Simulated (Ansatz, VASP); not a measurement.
One calculation of Be2C, two programs

INCAR

```
SYSTEM = Be2C
ALGO = Fast ; EDIFF = 1E-6
ENCUT = 520 ; GGA = PE
ISIF = 2 ; ISMEAR = 0
LASPH = .True. ; LCHARG = .False.
LREAL = .False. ; LWAVE = .False.
NBANDS = 11 ; NELM = 100
PREC = Accurate ; SIGMA = 0.1
```

The input KPOINTS:

```
k-points
0
Gamma
  6 6 6
  0 0 0
```

Contents of POSCAR:

```
Be2C
1.0
    0.0000000000      2.1622560000      2.1622560000
    2.1622560000      0.0000000000      2.1622560000
    2.1622560000      2.1622560000      0.0000000000
Be C
2 1
Direct
    0.7500000000      0.7500000000      0.7500000000
    0.2500000000      0.2500000000      0.2500000000
    0.0000000000      0.0000000000      0.0000000000
```

Input for Ansatz:

```yaml
crystal:
  lattice:
    - [0.0, 2.162256, 2.162256]
    - [2.162256, 0.0, 2.162256]
    - [2.162256, 2.162256, 0.0]
  atoms:
    - { symbol: Be, position: [0.75, 0.75, 0.75] }
    - { symbol: Be, position: [0.25, 0.25, 0.25] }
    - { symbol: C, position: [0.0, 0.0, 0.0] }
basis:
  ecutwfc: 420
kpoints:
  mp_grid: { grid: [6, 6, 6] }
hamiltonian:
  xc: pbe
scf:
  occupations: { method: gaussian, width: 0.1 }
output:
  forces: true
  stress: true
  eigenvalues: true
```

The cell is a database's computed one.

Alike in both runs: task single point; functional PBE; k mesh 6 × 6 × 6; occupations gaussian, width 0.1 eV; no spin polarisation.

|  | VASP | Ansatz |
| --- | --- | --- |
| version | VASP 6.6.1 | Ansatz 0.2.0 |
| potentials or method | VASP PAW PBE potentials, release 64 (Be, C) | scalar-relativistic, plane waves, PAW |
| plane-wave cutoff (eV) | 520 | 420 |
| valence electrons in the cell | 8 | 8 |

```csv
,VASP,Ansatz,Ansatz less VASP
gap on the k mesh at the Fermi level (eV),1.16,1.17,+0.014
least direct gap on the mesh (eV),4.13,4.14,+0.010
pressure (GPa),0.9,0.5,-0.37
```

The functional is the same, so the differences come from potentials, cutoffs and numerics.

A k mesh can miss the band edges. A hybrid or GW would open this gap; PBE tends to underestimate it.
